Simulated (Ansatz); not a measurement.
## Dielectric response of CaO (110) films

How well do thin rocksalt CaO (110) films screen a perpendicular field?

Method: plane-wave DFT, PBEsol, Ansatz PAW, in Ansatz 0.2.0.

**1. The structure**

The cell holds 10 atoms: 5 Ca and 5 O. Cell: a = 3.401 Å, b = 4.810 Å, c = 24.802 Å, α = 90.0°, β = 90.0°, γ = 90.0°. It derives from CaO (rocksalt CaO). Vacuum lies along c.

**2. Relaxing the film, 10 atoms, units 5**

The structure is relaxed first, because levels and dipoles at a surface follow the positions of the outer atoms.

File input.yaml:

```yaml
crystal:
  lattice:
    - [3.40118362, 0.0, 0.0]
    - [0.0, 4.81, 0.0]
    - [0.0, 0.0, 24.802367235]
  atoms:
    - { symbol: Ca, position: [0.5, 0.5, 0.3628685889] }
    - { symbol: O, position: [0.5, 0.0, 0.3628685889] }
    - { symbol: Ca, position: [0.0, 0.0, 0.4314342945] }
    - { symbol: O, position: [0.0, 0.5, 0.4314342945] }
    - { symbol: Ca, position: [0.5, 0.5, 0.5] }
    - { symbol: O, position: [0.5, 0.0, 0.5] }
    - { symbol: Ca, position: [0.0, 0.0, 0.5685657055] }
    - { symbol: O, position: [0.0, 0.5, 0.5685657055] }
    - { symbol: Ca, position: [0.5, 0.5, 0.6371314111] }
    - { symbol: O, position: [0.5, 0.0, 0.6371314111] }
kpoints:
  mp_grid: { grid: [8, 6, 1] }
hamiltonian:
  xc: pbesol
scf:
  occupations: { method: fixed }
  convergence: { dr2_threshold: 1.0e-09 }
efield:
  axis: 3
  dipole_correction: true
  ramp_position: 0.97
  ramp_width: 0.06
relax:
  f_tol: 0.003
  max_steps: 100
output:
  write_potential: true
  write_density: true
  volumetric_format: npy
```

Command:

```bash
$ ansatz run input.yaml --threads 4 --pin off --max-ram 12288MiB --backend cpu --events-out ev --progress --plain --runs-dir out
```

Numbers of over 12 decimals in the logs are rounded to 6 here.

The log of the run:

```text
Engine: ansatz 0.2.0, aarch64-unknown-linux-gnu
Pseudopotentials: kind: paw
Pseudopotential: Ca, paw, valence charge 10, recommended cutoff 420 eV (normal), Ca.paw.azcp
Pseudopotential: O, paw, valence charge 6, recommended cutoff 420 eV (normal), O.paw.azcp
Functional definition: PBEsol
  exchange = pbesol_x
  correlation = pbesol_c
Crystal: 10 atoms, lattice volume = 405.759 Å³
Basis set: ecut = 420 eV, 7901 PW (Γ), exchange–correlation on 48×72×360 points (8 copies of the dense FFT grid, shifted against one another)
Bands: 50, of which v1, the nominal top of the filled ones, is band 40 counted from 1 (39 counted from 0)
Symmetry: 4 space group operations
k-points: 20 of 48
Non-local potential: Ca, projectors of the file, l = 0: 3, l = 1: 2, l = 2: 2
Non-local potential: O, projectors of the file, l = 0: 2, l = 1: 2, l = 2: 1
PAW form: soft (Blöchl's): semilocal exchange-correlation on the pseudo side does not see the compensation charge
PAW frozen core: Ca, regenerated for the run's functional, and the local potential with it (the file was generated under x = pbe(κ = 0.804, μ = 0.219515), c = pbe(β = 0.066725))
PAW frozen core: O, regenerated for the run's functional, and the local potential with it (the file was generated under x = pbe(κ = 0.804, μ = 0.219515), c = pbe(β = 0.066725))
PAW one-centre angular grid: Ca, 110 points (default); XC on 64 Gauss nodes
PAW one-centre angular grid: O, 110 points (default); XC on 64 Gauss nodes
Initial density: superposition of atomic densities (neutral atoms: chi_scale 0, normalization atom), corrected by the library's trained network
Initial wavefunctions: pseudopotential atomic-orbital guess
Functional: x = pbesol(κ = 0.804, μ = 0.123457), c = pbesol(β = 0.046)
SCF iter   1: F=—  HF=-11786.854033 eV  |F-HF|=—  |Δ(HF+E_count)|=         —  Δρ=7.64e-3  dr2=2.13e-1  ethr=1.77e-3  p=0.000 e·Å  D=7.37e-14 V/Å  ΔV_dip=-0.00 eV  dr2_dipole=2.47e-9  V_vac-E_F(+/−)=3.61/3.61 eV  ⟨swp⟩=6.5  Hψ=4254  notcnv=0  defer=154
efield: sawtooth ramp at fractional position 0.9700 (set: `efield.ramp_position`, or a place that a band, a saddle search or an elastic batch's reference lends), width 0.0600; the density the first Hamiltonian is built on has a dipole p = 0.000 e·Å; the dipole correction subtracts the counter field D = 7.37e-14 V/Å, which shifts the + side's vacuum level by -0.00 eV against the − side's; the planar-averaged density in the ramp window peaks in size at 7.3e-6 e/Å³
preconditioner: auto → Resta (q_TF=auto, 2.081 Å⁻¹)  ε∞=1.9  [insulator: Δε(μ)=1.714 eV  Ē_g=15.969 eV  n_scr=56 (ndim 8)  ℏωp=15.4 eV  f_vac=0.605  ε∞_Penn≈1.9  vacuum switching on, ρ_ref=1.8e-2 e/Å³]
SCF iter   2: F=—  HF=-11786.826217 eV  |F-HF|=—  |Δ(HF+E_count)|=   2.78e-2  Δρ=4.68e-3  dr2=7.87e-2  ethr=2.66e-4  p=-0.000 e·Å  D=-1.36e-5 V/Å  ΔV_dip=0.00 eV  dr2_dipole=2.54e-9  V_vac-E_F(+/−)=3.74/3.74 eV  ⟨swp⟩=2.6  Hψ=1657  notcnv=0  defer=156
density mixer auto → msr1: gapped (density of states about μ 0.04 of a free-electron gas's, 56 screened modes)
SCF iter   3: F=—  HF=-11786.809637 eV  |F-HF|=—  |Δ(HF+E_count)|=   1.66e-2  Δρ=8.47e-4  dr2=2.86e-3  ethr=9.84e-5  p=-0.000 e·Å  D=-5.82e-6 V/Å  ΔV_dip=0.00 eV  dr2_dipole=2.75e-10  V_vac-E_F(+/−)=3.56/3.56 eV  ⟨swp⟩=2.0  Hψ=1393  notcnv=0  defer=158
SCF iter   4: F=—  HF=-11786.810314 eV  |F-HF|=—  |Δ(HF+E_count)|=   6.78e-4  Δρ=4.26e-4  dr2=6.97e-4  ethr=3.57e-6  p=0.000 e·Å  D=2.07e-6 V/Å  ΔV_dip=-0.00 eV  dr2_dipole=9.67e-11  V_vac-E_F(+/−)=3.51/3.51 eV  ⟨swp⟩=3.0  Hψ=1584  notcnv=0  defer=159
SCF iter   5: F=—  HF=-11786.810321 eV  |F-HF|=—  |Δ(HF+E_count)|=   7.22e-6  Δρ=1.60e-4  dr2=5.94e-5  ethr=8.72e-7  p=0.000 e·Å  D=8.95e-7 V/Å  ΔV_dip=-0.00 eV  dr2_dipole=1.45e-11  V_vac-E_F(+/−)=3.48/3.48 eV  ⟨swp⟩=2.0  Hψ=1350  notcnv=0  defer=159
SCF iter   6: F=—  HF=-11786.810357 eV  |F-HF|=—  |Δ(HF+E_count)|=   3.52e-5  Δρ=4.39e-5  dr2=6.97e-6  ethr=7.42e-8  p=-0.000 e·Å  D=-9.23e-7 V/Å  ΔV_dip=0.00 eV  dr2_dipole=1.23e-11  V_vac-E_F(+/−)=3.47/3.47 eV  ⟨swp⟩=2.0  Hψ=1338  notcnv=0  defer=157
SCF iter   7: F=—  HF=-11786.810436 eV  |F-HF|=—  |Δ(HF+E_count)|=   7.88e-5  Δρ=2.06e-5  dr2=1.59e-6  ethr=8.72e-9  p=0.000 e·Å  D=2.39e-7 V/Å  ΔV_dip=-0.00 eV  dr2_dipole=1.52e-12  V_vac-E_F(+/−)=3.47/3.47 eV  ⟨swp⟩=2.0  Hψ=1464  notcnv=0  defer=153
SCF iter   8: F=—  HF=-11786.810435 eV  |F-HF|=—  |Δ(HF+E_count)|=   1.85e-7  Δρ=5.16e-6  dr2=7.40e-8  ethr=1.99e-9  p=-0.000 e·Å  D=-2.51e-8 V/Å  ΔV_dip=0.00 eV  dr2_dipole=1.79e-14  V_vac-E_F(+/−)=3.47/3.47 eV  ⟨swp⟩=2.0  Hψ=1269  notcnv=0  defer=153
SCF iter   9: F=—  HF=-11786.810436 eV  |F-HF|=—  |Δ(HF+E_count)|=   1.88e-7  Δρ=2.24e-6  dr2=1.61e-8  ethr=9.25e-11  p=-0.000 e·Å  D=-2.59e-7 V/Å  ΔV_dip=0.00 eV  dr2_dipole=1.39e-12  V_vac-E_F(+/−)=3.47/3.47 eV  ⟨swp⟩=2.0  Hψ=1621  notcnv=0  defer=153
SCF iter  10: F=-11786.810436 eV  HF=-11786.810436 eV  |F-HF|=2.75e-10  |Δ(HF+E_count)|=   3.47e-9  Δρ=3.77e-7  dr2=4.59e-10  ethr=1.25e-12  p=0.000 e·Å  D=1.24e-7 V/Å  ΔV_dip=-0.00 eV  dr2_dipole=3.57e-13  V_vac-E_F(+/−)=3.47/3.47 eV  ⟨swp⟩=6.9  Hψ=6256  notcnv=0
SCF 1 converged in 10 iterations: F = -11786.810436 eV  dr2 = 4.59e-10
  greatest PAW one-centre occupation: 0.996 electrons in one spin orbital (limit 2), on the Ca atom at site 2 (counted from 0), in its partial waves of l = 0
relax step   1: F+E_penalty+E_count = -11786.81043552 eV  Δ(F+E_penalty+E_count) = +0.000e0 eV  max|allowed force component| = 9.006e-1 eV/Å  Δτ_max = 0.0000 Å  (10 SCF iters, accepted)
Initial density: handed on by an earlier stage of this run
Initial wavefunctions: those handed on with the density
iter 1 solved again at ethr=7.18e-4 eV; its pass at ethr=3.10e-3 eV (dr2=5.75e-1 eV) is discarded
SCF iter   1: F=—  HF=-11787.313723 eV  |F-HF|=—  |Δ(HF+E_count)|=         —  Δρ=8.80e-3  dr2=5.72e-1  ethr=7.18e-4  p=0.000 e·Å  D=1.24e-7 V/Å  ΔV_dip=-0.00 eV  dr2_dipole=1.03e-13  V_vac-E_F(+/−)=3.90/3.90 eV  ⟨swp⟩=1.2  Hψ=4216  notcnv=0  defer=120
efield: sawtooth ramp at fractional position 0.9700 (set: `efield.ramp_position`, or a place that a band, a saddle search or an elastic batch's reference lends), width 0.0600; the density the first Hamiltonian is built on has a dipole p = 0.000 e·Å; the dipole correction subtracts the counter field D = 1.24e-7 V/Å, which shifts the + side's vacuum level by -0.00 eV against the − side's; the planar-averaged density in the ramp window peaks in size at 3.1e-7 e/Å³
[...]
SCF 3 converged in 11 iterations: F = -11787.180466 eV  dr2 = 8.61e-11
relax step   3: F+E_penalty+E_count = -11787.18046591 eV  Δ(F+E_penalty+E_count) = -7.516e-3 eV  max|allowed force component| = 2.735e-1 eV/Å  Δτ_max = 0.0674 Å  (11 SCF iters, accepted)
[...]
relax step   4: F+E_penalty+E_count = -11787.19768458 eV  Δ(F+E_penalty+E_count) = -1.722e-2 eV  max|allowed force component| = 3.401e-2 eV/Å  Δτ_max = 0.0411 Å  (9 SCF iters, accepted)
[...]
relax step   5: F+E_penalty+E_count = -11787.19771136 eV  Δ(F+E_penalty+E_count) = -2.678e-5 eV  max|allowed force component| = 3.914e-2 eV/Å  Δτ_max = 0.0085 Å  (8 SCF iters, accepted)
SCF iter   1: F=—  HF=-11787.197799 eV  |F-HF|=—  |Δ(HF+E_count)|=         —  Δρ=1.51e-4  dr2=1.08e-4  ethr=1.54e-6  p=0.000 e·Å  D=4.50e-8 V/Å  ΔV_dip=-0.00 eV  dr2_dipole=5.31e-14  V_vac-E_F(+/−)=3.59/3.59 eV  ⟨swp⟩=3.0  Hψ=2045  notcnv=0  defer=160
efield: sawtooth ramp at fractional position 0.9700 (set: `efield.ramp_position`, or a place that a band, a saddle search or an elastic batch's reference lends), width 0.0600; the density the first Hamiltonian is built on has a dipole p = 0.000 e·Å; the dipole correction subtracts the counter field D = 4.50e-8 V/Å, which shifts the + side's vacuum level by -0.00 eV against the − side's; the planar-averaged density in the ramp window peaks in size at 8.7e-7 e/Å³
preconditioner: auto → Resta (q_TF=auto, 2.081 Å⁻¹)  ε∞=2.0  [insulator: Δε(μ)=2.156 eV  Ē_g=15.795 eV  n_scr=56 (ndim 8)  ℏωp=15.4 eV  f_vac=0.619  ε∞_Penn≈2.0  vacuum switching on, ρ_ref=1.8e-2 e/Å³]
SCF iter   2: F=—  HF=-11787.197780 eV  |F-HF|=—  |Δ(HF+E_count)|=   1.89e-5  Δρ=7.95e-5  dr2=2.65e-5  ethr=1.34e-7  p=-0.000 e·Å  D=-1.20e-8 V/Å  ΔV_dip=0.00 eV  dr2_dipole=2.53e-15  V_vac-E_F(+/−)=3.58/3.58 eV  ⟨swp⟩=2.0  Hψ=1477  notcnv=0  defer=155  κ⁻¹=1.0e0(r=1)
density mixer auto → broyden: gapped, where msr1 would fit the directions that read negative (density of states about μ 0.03 of a free-electron gas's, 56 screened modes)
SCF iter   3: F=—  HF=-11787.197773 eV  |F-HF|=—  |Δ(HF+E_count)|=   6.60e-6  Δρ=5.14e-5  dr2=9.70e-6  ethr=3.31e-8  p=-0.000 e·Å  D=-2.58e-8 V/Å  ΔV_dip=0.00 eV  dr2_dipole=3.33e-14  V_vac-E_F(+/−)=3.58/3.58 eV  ⟨swp⟩=2.0  Hψ=1297  notcnv=0  defer=69  κ⁻¹=1.3e-1(r=2)
SCF iter   4: F=—  HF=-11787.197772 eV  |F-HF|=—  |Δ(HF+E_count)|=   1.63e-6  Δρ=1.27e-5  dr2=4.82e-7  ethr=1.21e-8  p=0.000 e·Å  D=1.99e-8 V/Å  ΔV_dip=-0.00 eV  dr2_dipole=8.30e-15  V_vac-E_F(+/−)=3.58/3.58 eV  ⟨swp⟩=2.0  Hψ=1278  notcnv=0  defer=64  κ⁻¹=8.7e-3(r=3)
SCF iter   5: F=—  HF=-11787.197852 eV  |F-HF|=—  |Δ(HF+E_count)|=   8.03e-5  Δρ=5.17e-6  dr2=9.68e-8  ethr=6.03e-10  p=-0.000 e·Å  D=-4.52e-9 V/Å  ΔV_dip=0.00 eV  dr2_dipole=7.55e-15  V_vac-E_F(+/−)=3.58/3.58 eV  ⟨swp⟩=2.1  Hψ=1324  notcnv=0  defer=64  κ⁻¹=1.9e-3(r=4)
SCF iter   6: F=—  HF=-11787.197852 eV  |F-HF|=—  |Δ(HF+E_count)|=   1.65e-8  Δρ=1.95e-6  dr2=1.26e-8  ethr=1.21e-10  p=-0.000 e·Å  D=-2.80e-8 V/Å  ΔV_dip=0.00 eV  dr2_dipole=6.49e-15  V_vac-E_F(+/−)=3.58/3.58 eV  ⟨swp⟩=2.0  Hψ=1333  notcnv=0  defer=64  κ⁻¹=2.4e-4(r=5)
SCF iter   7: F=-11787.197852 eV  HF=-11787.197852 eV  |F-HF|=8.89e-10  |Δ(HF+E_count)|=   5.22e-9  Δρ=5.90e-7  dr2=7.84e-10  ethr=1.25e-12  p=-0.000 e·Å  D=-1.11e-8 V/Å  ΔV_dip=0.00 eV  dr2_dipole=2.12e-15  V_vac-E_F(+/−)=3.58/3.58 eV  ⟨swp⟩=6.2  Hψ=6396  notcnv=0
SCF 6 converged in 7 iterations: F = -11787.197852 eV  dr2 = 7.84e-10
relax step   6: F+E_penalty+E_count = -11787.19785200 eV  Δ(F+E_penalty+E_count) = -1.406e-4 eV  max|allowed force component| = 6.916e-5 eV/Å  Δτ_max = 0.0038 Å  (7 SCF iters, accepted)
NSCF: frozen V_eff on 20 k-points
the search or the solves at the SCF's close seem to have found levels that the self-consistency loop had missed (the run counts 2). By its estimate they hold under 1e-12 electrons; where the run keeps them, the occupations were computed again with them
WARN: The output density's exchange-correlation potential varies sharply where the density is thin. Do not read a vacuum level from v_tot or v_xc, or from such a field of the output density. On a cell that repeats whose density bears no net charge and no dipole along the vacuum's axis use v_es (v_loc + v_h of the components); under efield.dipole_correction with no amplitude use v_es + v_field, which holds any externa [...]
SCF converged after 7 iterations
Stability not checked: this state was not tested for a lower state beside it, because the mixer in use, unlike msr1, does not test its closes by its own steps (another_mixer; see scf.mixing.algorithm and scf.lower_state_search)
Free energy (F): -11787.197852 eV
Harris-Foulkes:  -11787.197852 eV  (|F-HF|=8.89e-10)
Internal energy: -11787.197852 eV  (E = F + TS)
E sigma→0 (E₀):  -11787.197852 eV
Fermi energy:    0.478044 eV
Dipole field:    D = 0.000000 V/Å  (p = 0.000000 e·Å, saw-weighted, corrected)
Work function:   Φ+ = 3.5791 eV   Φ− = 3.5791 eV
Levels:          The Fermi level and band energies are counted from a zero that moves with the ramp; work functions are not
--- Per-component energies (eV) ---
  E_band       = -1132.676758
  E_kinetic    = 2271.763363
  E_local      = -70595.941291  (includes V_loc(G=0)·N_el)
  E_nonlocal   = 564.359713
  E_hartree    = 34228.427753
  E_xc         = -1050.581453
  E_vxc        = -1328.640512  (∫ρ·V_xc dr)
  E_paw        = -4944.488821  (= ΣΔE_a)
  E_vpaw       = -501.084983  (= ΣTr[D̂ρ^β])
  E_aug_tail   = 0.012035  (compensation charges beyond the density's cutoff)
  E_efield     = 0.000000  (sawtooth field / dipole correction)
  E_vefield    = 0.000000  (∫n·V_field dr)
  E_ewald      = 27738.480438
  E_core_change = 0.770411  (= ΣΔE_core)
  E_smearing   = -0.000000  (= −TS)
  E_closure    = -0.000000  (closes the sum)
  Σ components = -11787.197852   (vs F -11787.197852, Δ=0.00e0)
--- Forces (eV/Å), atoms counted from 1 ---
  atom   1  Ca     0.00000000     0.00000000    -0.00001382
  atom   2  O      0.00000000     0.00000000     0.00001166
  atom   3  Ca     0.00000000     0.00000000     0.00000385
  atom   4  O      0.00000000     0.00000000     0.00006887
  atom   5  Ca     0.00000000     0.00000000     0.00000019
  atom   6  O      0.00000000     0.00000000    -0.00000012
  atom   7  Ca     0.00000000     0.00000000    -0.00000371
  atom   8  O      0.00000000     0.00000000    -0.00006917
  atom   9  Ca     0.00000000     0.00000000     0.00001389
  atom  10  O      0.00000000     0.00000000    -0.00001180
  max |Σ_I F_I| component: 1.72e-7 eV/Å
--- Band table (eV; the first three rows and the last of 20) ---
  k-point 0: bands = [... 36 lower, -0.0613, 0.1233, 0.2313, 0.4780, 2.6320, 2.8230, 3.5294, 4.0884, ... 6 higher]
  k-point 1: bands = [... 36 lower, -0.4269, 0.1127, 0.1965, 0.4387, 2.7998, 2.9511, 3.6042, 4.2673, ... 6 higher]
  k-point 2: bands = [... 36 lower, -0.5264, 0.0714, 0.1296, 0.3643, 3.1497, 3.2633, 3.7720, 4.7594, ... 6 higher]
  k-point 19: bands = [... 36 lower, -0.5903, -0.4986, -0.0988, -0.0964, 4.4431, 4.4515, 5.6829, 5.8204, ... 6 higher]
--- Relaxed structure (6 steps of the walk, 6 accepted, 0 SCFs on fresh bases) ---
  F+E_penalty+E_count = -11787.19785200 eV   max|allowed force component| = 6.916e-5 eV/Å
  atoms:
    - { symbol: Ca, position: [0.5, 0.5, 0.369228] }
    - { symbol: O, position: [0.5, 0.0, 0.370250] }
    - { symbol: Ca, position: [0.0, 0.0, 0.429974] }
    - { symbol: O, position: [0.0, 0.5, 0.429612] }
    - { symbol: Ca, position: [0.5, 0.5, 0.500000] }
    - { symbol: O, position: [0.5, 0.0, 0.500000] }
    - { symbol: Ca, position: [0.0, 0.0, 0.570026] }
    - { symbol: O, position: [0.0, 0.5, 0.570388] }
    - { symbol: Ca, position: [0.5, 0.5, 0.630772] }
    - { symbol: O, position: [0.5, 0.0, 0.629750] }
```

Elapsed: 56 s, on 4 threads of Arm Neoverse V1, shared host; peak memory 0.89 GiB; 3.6 min of CPU time.

The steps of the relaxation:

```
step  energy less that of the first step (eV)  largest force component (eV/Å)
   1                                   0.0000                          0.9006
   2                                  -0.3625                          0.2772
   3                                  -0.3700                          0.2735
   4                                  -0.3872                          0.0340
   5                                  -0.3873                          0.0391
   6                                  -0.3874                          0.0001
```

Forces are held to the 4 operations that the run works with; a distortion that breaks them can't arise in this run.

The atoms that moved most (Å):

```csv
atom,dx,dy,dz,length
O10,0.000,0.000,-0.183,0.183
O2,0.000,0.000,0.183,0.183
Ca9,0.000,0.000,-0.158,0.158
Ca1,0.000,0.000,0.158,0.158
O8,0.000,0.000,0.045,0.045
O4,0.000,0.000,-0.045,0.045
Ca3,0.000,0.000,-0.036,0.036
Ca7,0.000,0.000,0.036,0.036
```

The relaxed structure:

```cif
data_structure
_symmetry_space_group_name_H-M 'P 1'
_symmetry_Int_Tables_number 1
_cell_length_a 3.4012
_cell_length_b 4.8100
_cell_length_c 24.8024
_cell_angle_alpha 90.000
_cell_angle_beta 90.000
_cell_angle_gamma 90.000
_cell_volume 405.76
loop_
_atom_site_label
_atom_site_type_symbol
_atom_site_fract_x
_atom_site_fract_y
_atom_site_fract_z
_atom_site_occupancy
Ca1 Ca 0.50000 0.50000 0.36923 1
O2 O 0.50000 0.00000 0.37025 1
Ca3 Ca 0.00000 0.00000 0.42997 1
O4 O 0.00000 0.50000 0.42961 1
Ca5 Ca 0.50000 0.50000 0.50000 1
O6 O 0.50000 0.00000 0.50000 1
Ca7 Ca 0.00000 0.00000 0.57003 1
O8 O 0.00000 0.50000 0.57039 1
Ca9 Ca 0.50000 0.50000 0.63077 1
O10 O 0.50000 0.00000 0.62975 1
```

This step gave:

```
gap on the k-mesh             : 2.154 eV
dipole along the normal       : 7.27e-8 e·Å
ionisation energy, upper face : 3.579 eV
electron affinity, upper face : 1.425 eV
```

Running mean over 1.701 Å of the planar mean; the ramp of the sawtooth is left out. Electron's electrostatic potential energy less the highest filled level against z:

| z (Å) | electron's electrostatic potential energy less the highest filled level (eV) |
| --- | --- |
| 3.5 | 3.58 |
| 4.0 | 3.58 |
| 4.5 | 3.58 |
| 5.0 | 3.58 |
| 5.5 | 3.57 |
| 6.0 | 3.56 |
| 6.5 | 3.53 |
| 7.0 | 3.44 |
| 7.5 | 3.07 |
| 8.0 | 1.49 |
| 8.5 | -1.74 |
| 9.0 | -4.01 |
| 9.5 | -5.20 |
| 10.0 | -5.72 |
| 10.5 | -4.96 |
| 11.0 | -4.40 |
| 11.5 | -4.23 |
| 12.0 | -4.35 |
| 12.5 | -4.44 |
| 13.0 | -4.28 |
| 13.5 | -4.26 |
| 14.0 | -4.55 |
| 14.5 | -5.34 |
| 15.0 | -5.69 |
| 15.5 | -4.73 |
| 16.0 | -3.36 |
| 16.5 | -0.420 |
| 17.0 | 2.36 |
| 17.5 | 3.28 |
| 18.0 | 3.49 |
| 18.5 | 3.55 |
| 19.0 | 3.57 |
| 19.5 | 3.58 |
| 20.0 | 3.58 |
| 20.5 | 3.58 |
| 21.0 | 3.58 |
| 21.5 | 3.58 |

The relaxation took 6 steps and lowered the energy by 0.39 eV; the largest force on the free atoms ends at 6.9e-5 eV/Å.

The gap is 2.15 eV, with the valence edge 3.58 eV and the conduction edge 1.43 eV under the upper vacuum level.

[end of part 1 of 4]

[Logs are printed without paths, hosts, clocks, repeated set-up lines and the standing remarks that a program may print on its own settings, such as how far it seeks lower states.]

[Hosts, paths, dates, database ids (printed as entryN), source tags and the programs' standing remarks are cut or masked in the printed files.]

[Maps of the electrostatic potential energy from Ansatz leave out the sawtooth potential of an applied field or a dipole correction, so their vacuum need not be flat; planar profiles and work functions include it.]
